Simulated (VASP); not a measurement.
Output of a VASP run:

**OUTCAR**
```
 ion  position               nearest neighbor table
   1  0.250  0.250  0.250-   3 1.95   3 1.95   3 1.95   3 1.95   2 2.25   2 2.25   2 2.25   2 2.25
                             2 2.25   2 2.25
   2  0.750  0.750  0.750-   3 1.95   3 1.95   3 1.95   3 1.95   1 2.25   1 2.25   1 2.25   1 2.25
                             1 2.25   1 2.25
   3  0.000  0.000  0.000-   1 1.95   2 1.95   2 1.95   2 1.95   2 1.95   1 1.95   1 1.95   1 1.95
  LATTYP: Found a face centered cubic cell.
 ALAT       =     4.4946602912
 Subroutine PRICEL returns:
 Original cell was already a primitive cell.
 Subroutine GETGRP returns: Found 48 space group operations
The static configuration has the point symmetry O_h .
The dynamic configuration has the point symmetry O_h .
 Subroutine INISYM returns: Found 48 space group operations
 Subroutine IBZKPT returns following result:
 Found     35 irreducible k-points:

 Following reciprocal coordinates:
            Coordinates               Weight
  0.000000  0.000000  0.000000      1.000000
  0.111111  0.000000  0.000000      8.000000
  0.222222  0.000000  0.000000      8.000000
  0.333333  0.000000  0.000000      8.000000
  0.444444  0.000000  0.000000      8.000000
  0.111111  0.111111  0.000000      6.000000
  0.222222  0.111111  0.000000     24.000000
  0.333333  0.111111  0.000000     24.000000
  0.444444  0.111111  0.000000     24.000000
 -0.444444  0.111111  0.000000     24.000000
 -0.333333  0.111111  0.000000     24.000000
 -0.222222  0.111111  0.000000     24.000000
 -0.111111  0.111111  0.000000     12.000000
  0.222222  0.222222  0.000000      6.000000
  0.333333  0.222222  0.000000     24.000000
  0.444444  0.222222  0.000000     24.000000
 -0.444444  0.222222  0.000000     24.000000
 -0.333333  0.222222  0.000000     24.000000
 -0.222222  0.222222  0.000000     12.000000
  0.333333  0.333333  0.000000      6.000000
  0.444444  0.333333  0.000000     24.000000
 -0.444444  0.333333  0.000000     24.000000
 -0.333333  0.333333  0.000000     12.000000
  0.444444  0.444444  0.000000      6.000000
 -0.444444  0.444444  0.000000     12.000000
  0.333333  0.222222  0.111111     24.000000
  0.444444  0.222222  0.111111     48.000000
 -0.444444  0.222222  0.111111     48.000000
  0.444444  0.333333  0.111111     24.000000
 -0.444444  0.333333  0.111111     48.000000
 -0.333333  0.333333  0.111111     48.000000
 -0.222222  0.333333  0.111111     24.000000
 -0.444444  0.444444  0.111111     24.000000
 -0.333333  0.444444  0.111111     24.000000
 -0.333333  0.444444  0.222222     24.000000
   k-points           NKPTS =     35   k-points in BZ     NKDIM =     35   number of bands    NBANDS=     10
   number of dos      NEDOS =    301   number of ions     NIONS =      3
   total plane-waves  NPLWV =  13824
   dimension x,y,z NGX =    24 NGY =   24 NGZ =   24
   dimension x,y,z NGXF=    48 NGYF=   48 NGZF=   48
   ions per type =               2   1
   PREC   = accura    normal or accurate (medium, high low for compatibility)
   ISTART =      0    job   : 0-new  1-cont  2-samecut
   ICHARG =      2    charge: 1-file 2-atom 10-const
   ISPIN  =      1    spin polarized calculation?
   LNONCOLLINEAR =      F non collinear calculations
   LSORBIT =      F    spin-orbit coupling
   INIWAV =      1    electr: 0-lowe 1-rand  2-diag
   ENCUT  =  520.0 eV  38.22 Ry    6.18 a.u.   5.91  5.91  5.91*2*pi/ulx,y,z
   NELM   =    100;   NELMIN=  2; NELMDL= -5     # of ELM steps
   EDIFF  = 0.1E-05   stopping-criterion for ELM
   LREAL  =      F    real-space projection
   NLSPLINE    = F    spline interpolate recip. space projectors
   LMAXMIX     =    2 max onsite mixed and CHGCAR
   VOSKOWN=      0    Vosko Wilk Nusair interpolation
   EDIFFG = -.1E-01   stopping-criterion for IOM
   NSW    =     60    number of steps for IOM
   NBLOCK =      1;   KBLOCK =     60    inner block; outer block
   IBRION =      2    ionic relax: 0-MD 1-quasi-New 2-CG
   NFREE  =      1    steps in history (QN), initial steepest desc. (CG)
   ISIF   =      3    stress and relaxation
...
```

OSZICAR:
```
       N       E                     dE             d eps       ncg     rms          rms(c)
DAV:   1     0.366083486880E+02    0.36608E+02   -0.61227E+03   708   0.130E+03
DAV:   2    -0.124852001920E+02   -0.49094E+02   -0.47396E+02   814   0.229E+02
DAV:   3    -0.174483851318E+02   -0.49632E+01   -0.49455E+01  1264   0.616E+01
DAV:   4    -0.175032679395E+02   -0.54883E-01   -0.54869E-01   944   0.704E+00
DAV:   5    -0.175034835431E+02   -0.21560E-03   -0.21560E-03  1038   0.414E-01    0.730E+00
DAV:   6    -0.158246917805E+02    0.16788E+01   -0.90270E+00   706   0.194E+01    0.278E+00
DAV:   7    -0.157727421769E+02    0.51950E-01   -0.22536E-01   794   0.413E+00    0.142E+00
DAV:   8    -0.157492007765E+02    0.23541E-01   -0.60226E-02   838   0.275E+00    0.316E-01
DAV:   9    -0.157483481956E+02    0.85258E-03   -0.64059E-03   968   0.769E-01    0.101E-01
DAV:  10    -0.157484653092E+02   -0.11711E-03   -0.28722E-04   780   0.170E-01    0.511E-02
DAV:  11    -0.157484352644E+02    0.30045E-04   -0.46730E-05   812   0.889E-02    0.879E-03
DAV:  12    -0.157484346461E+02    0.61834E-06   -0.26517E-06   872   0.195E-02
   1 F= -.15748435E+02 E0= -.15748435E+02  d E =-.157484E+02
```

File OUTCAR:
```
------------------------ aborting loop because EDIFF is reached ----------------------------------------
  FORCE on cell =-STRESS in cart. coord.  units (eV):
  Direction    XX          YY          ZZ          XY          YZ          ZX
  --------------------------------------------------------------------------------------
  Total       -0.0023194     -0.0023194     -0.0023194      0.0000000      0.0000000      0.0000000
  in kB       -0.1637021     -0.1637021     -0.1637021      0.0000000      0.0000000      0.0000000
  external PRESSURE =      -0.1637021 kB  Pullay stress =       0.0000000 kB
  volume of cell :       22.70
      direct lattice vectors                 reciprocal lattice vectors
     0.000000000  2.247330146  2.247330146    -0.222486225  0.222486225  0.222486225
     2.247330146  0.000000000  2.247330146     0.222486225 -0.222486225  0.222486225
     2.247330146  2.247330146  0.000000000     0.222486225  0.222486225 -0.222486225
 POSITION                                       TOTAL-FORCE (eV/Angst)
 -----------------------------------------------------------------------------------
      1.12367      1.12367      1.12367        -0.000000     -0.000000     -0.000000
      3.37100      3.37100      3.37100         0.000000      0.000000      0.000000
      0.00000      0.00000      0.00000         0.000000     -0.000000     -0.000000
 -----------------------------------------------------------------------------------
    total drift:                               -0.000000      0.000000      0.000000
  FREE ENERGIE OF THE ION-ELECTRON SYSTEM (eV)
  ---------------------------------------------------
  free  energy   TOTEN  =       -15.7484346461 eV

  energy  without entropy=      -15.7484346461  energy(sigma->0) =      -15.74843465

 reached required accuracy - stopping structural energy minimisation
```
(Selected blocks of OUTCAR.)

File POSCAR:
```
Li2O
1
   -0.0000000000     2.2473301456     2.2473301456
    2.2473301456    -0.0000000000     2.2473301456
    2.2473301456     2.2473301456     0.0000000000
Li O
2 1
Direct
  0.2500000000   0.2500000000   0.2500000000
  0.7500000000   0.7500000000   0.7500000000
  1.0000000000   0.0000000000   0.0000000000
```

Q: Reconstruct the remaining input files.

A: One answer among several that fit: the input of the run itself, LDA (Ceperley-Alder, Perdew-Zunger), plane waves, VASP's LDA PAW potentials (set 64).

**KPOINTS**
```
Automatic
0
Gamma
9 9 9
```

**INCAR**
```
SYSTEM = Li2O
PREC = Accurate; ENCUT = 520; LREAL = .False.
LASPH = .True.
EDIFF = 1E-6; NELM = 100; ALGO = Normal
ISMEAR = 0; SIGMA = 0.05
IBRION = 2; NSW = 60; ISIF = 3
EDIFFG = -0.01
LWAVE = .False.; LCHARG = .False.
```

POTCAR, in this order: Li_sv O (LDA.64 set). Program: vasp_std.

The compound is Li2O in the antifluorite structure. It was relaxed first, which changed the volume by -8 %. The start is the result of an earlier pass.
